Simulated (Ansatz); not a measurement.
## AlN: changes ranked by their effect on the pressure

```
CELL_PARAMETERS angstrom
0.00000 1.97800 1.97800
1.97800 0.00000 1.97800
1.97800 1.97800 0.00000
ATOMIC_POSITIONS crystal
Al 0.00000 0.00000 0.00000
N 0.50000 0.50000 0.50000
```

Atoms are numbered in the order listed.

The geometry is COD entry 1523095, unchecked; take it as a test cell.

Computed with DFT, PBE, all-electron LAPW, scalar-relativistic (Ansatz 0.2.0).

Numerical set-up: a Γ-centred 10×10×10 k mesh, Fermi–Dirac smearing of 0.02 eV, basis error target 1 meV/atom, no spin polarisation.

In this reference run the pressure is 25.5 GPa (positive in compression). Each change below is made alone, on the same k mesh, with fractional coordinates held unless an atom is moved; x, y and z are the Cartesian axes.

Question: Order the changes by the shift of the pressure, most negative first.
A. equal xy, yz and zx engineering shear strains of +3 %
B. functional lda
C. volume scaled by 0.99
D. volume scaled by 1.01
E. atom 1 (Al) moved by (0.0000, 0.0000, 0.0800) Å
F. functional pbesol

Answer: B (-13.1 GPa), F (-5.5 GPa), D (-3.4 GPa), A (+0.4 GPa), E (+1.3 GPa), C (+3.6 GPa).
